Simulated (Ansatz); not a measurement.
**CoPtO2: single point with PBE**

Crystal: CoPtO2.

```
Pt Co O
1.0
     1.41227    0.81537    5.93939
    -1.41227    0.81537    5.93939
     0.00000   -1.63075    5.93939
Pt Co O
1 1 2
Cartesian
  0.0076 -0.0387 0.0376
  0.0024 -0.0312 8.9758
  -0.0091 -0.0157 1.9766
  -0.0265 -0.0248 15.7999
```

The cell is a database's computed one.

The cell isn't the ideal one: atoms moved at random, drawn with an rms of 0.05 Å.

```yaml
Program: Ansatz 0.2.0
Task: single point
Functional: PBE
Potentials_or_basis: Ansatz PAW
Cutoff: "420 eV (not typed: the program's choice for these potentials)"
k_mesh: 11 × 11 × 11
Occupations: fermi-dirac, width 0.05 eV
Spin: collinear spin, ferromagnetic start
Starting_moments: "[0.0, 2.0, 0.0, 0.0] μB"
```

* Pressure: 7.4 GPa
* Largest force: 2.410 eV/Å
* Band gap on the k mesh: none (metal or under the smearing width)
* Net moment: 0.00 μB per cell
* Absolute moment: 0.00 μB per cell

Forces in eV/Å, atoms in the order of the input:
```
Pt  -0.218  0.152 -1.203
Co  -0.665  0.327 -2.294
O    0.245 -0.265  1.708
O    0.638 -0.214  1.788
```

Stress tensor (GPa, compression positive):
```
 7.15 -0.63  0.82
-0.63  7.38  0.29
 0.82  0.29  7.56
```

Levels at points of the mesh, in eV from the Fermi level:
Spin up:
```tsv
k point	band 21	band 22	band 23	band 24	band 25	band 26	band 27	band 28
(0.00, 0.00, 0.00)	-1.90	-1.62	-1.58	-1.49	1.80	1.87	2.68	5.53
```
Spin down:
```tsv
k point	band 20	band 21	band 22	band 23	band 24	band 25	band 26	band 27	band 28	band 29
(0.00, 0.00, 0.00)	-1.98	-1.90	-1.62	-1.58	-1.49	1.80	1.87	2.68	5.53	8.87
```

Run time: 4 min on 2 threads of Intel(R) Xeon(R) Processor @ 2.70GHz, with other jobs on the host, peak memory 1.5 GiB.

Caveat: the starting moments collapsed, and a magnetic state may lie lower; the pressure holds a Pulay correction of +0.7 GPa for the finite cutoff; semilocal functionals often make such compounds metallic where correlation or magnetic order opens a gap, which also shifts bond lengths; the starting moments weren't kept. The run has no spin-orbit coupling, so splittings on Pt are missing.
